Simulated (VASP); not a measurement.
A run of VASP 6.6.1:

File INCAR:

```
SYSTEM = Pd
PREC = Accurate ; ENCUT = 600
EDIFF = 1E-6 ; ISMEAR = -1
SIGMA = 0.05 ; LREAL = .False.
LASPH = .True. ; NELM = 80
ALGO = Normal ; ISIF = 3
LWAVE = .False. ; LCHARG = .False.
GGA = PE ; IBRION = 2
NSW = 40 ; EDIFFG = -0.01
```

The input KPOINTS:

```
regular mesh
0
Gamma
  12 12 12
  0 0 0
```

File POSCAR:

```
Pd
1.0
    0.0000000000      1.9465000000      1.9465000000
    1.9465000000      0.0000000000      1.9465000000
    1.9465000000      1.9465000000      0.0000000000
Pd
1
Direct
    0.0000000000      0.0000000000      0.0000000000
```

Potentials or basis: VASP PAW PBE potentials, release 64 (Pd).

Run with:

```console
$ cat potpaw_PBE.64/Pd/POTCAR > POTCAR
$ mpirun -np 1 vasp_std > vasp.out
```

Hardware: 1 thread of Intel(R) Xeon(R) Platinum 8375C CPU @ 2.90GHz (Ice Lake) (shared host).

Problem. How long does it take, and how much memory?

Solution. It took 14 s on 1 thread of Intel(R) Xeon(R) Platinum 8375C CPU @ 2.90GHz (Ice Lake) (shared host), peak memory 0.16 GiB. Counts: scf iterations 25, k points 72, ion steps 3.
